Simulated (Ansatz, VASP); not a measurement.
## P: VASP beside Ansatz

```
CELL_PARAMETERS angstrom
0.00000 1.93475 1.93475
1.93475 0.00000 1.93475
1.93475 1.93475 0.00000
ATOMIC_POSITIONS crystal
P 0.00000 0.00000 0.00000
```

Alike in both runs: functional PBE; k mesh 17 × 17 × 17; occupations fermi-dirac, width 0.05 eV; no spin polarisation.

Ansatz relaxed the structure, and its values are those at the end. VASP's run is a single point on that final structure, the one shown.

```csv
,VASP,Ansatz
version,VASP 6.6.1,Ansatz 0.2.0
potentials or method,"VASP PAW PBE potentials, release 64 (P)","PAW with Ansatz's default frozen-core files, scalar-relativistic"
plane-wave cutoff (eV),520,420
valence electrons in the cell,5,5
```

|  | VASP | Ansatz | Ansatz less VASP |
| --- | --- | --- | --- |
| pressure (GPa) | -0.2 | 0.0 | +0.17 |

With one functional, cell and mesh, what is left measures potentials, basis and numerics.
